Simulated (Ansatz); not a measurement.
**AlN under changes of volume**

One of the cells (10.417 Å³/atom); the others are scaled copies at fixed shape and fractional positions:

```
Al N
1.0
     0.00000    2.18399    2.18399
     2.18399    0.00000    2.18399
     2.18399    2.18399    0.00000
Al N
1 1
Direct
  0.00000 0.00000 0.00000
  0.25000 0.25000 0.25000
```

Measurements of this composition are mostly on another form, of space group No. 186.

```yaml
Program: Ansatz 0.2.0
Functional: revPBE
Dispersion: D4
Potentials_or_basis: Ansatz PAW
Cutoff: "420 eV (not typed: the program's choice for these potentials)"
k_mesh: 10 × 10 × 10
Occupations: fermi-dirac, width 0.05 eV
Spin: no spin polarisation
```

```tsv
volume (Å³/atom)	energy over the lowest point (meV/atom)	pressure (GPa)	gap on the mesh (eV)
9.792	16.13	11.1	3.38
10.001	?	?	?
10.209	0.00	1.6	3.36
10.417	0.61	-2.5	3.35
10.626	6.23	-6.1	3.34
10.834	16.42	-9.5	3.33
11.042	30.79	-12.5	3.32
```

Task: What does the run at 10.001 Å³/atom give?

Result: Energy over the lowest point 5.02 meV/atom; pressure 6.1 GPa; gap on the mesh 3.37 eV.

Worked out: A Birch-Murnaghan fit of order 3 (a polynomial in V^(-2/3)) to the other rows has its minimum at 10.29 Å³/atom with B0 = V·E''(V) = 203 GPa and B' = 3.8. It gives 4.98 meV/atom at 10.001 Å³/atom, against the run's 5.02, and -dE/dV = 6.1 GPa, against 6.1. A straight line through the other rows of the gap, of slope -0.499 eV per unit of ln V, gives 3.37 eV, against the run's 3.37.

Energies are extrapolated to zero smearing.

Caveats: the PAW data sets come from PBE, with cores solved anew for the run's functional, which leaves a small shift of forces and pressure.

A mesh can miss the band edges.
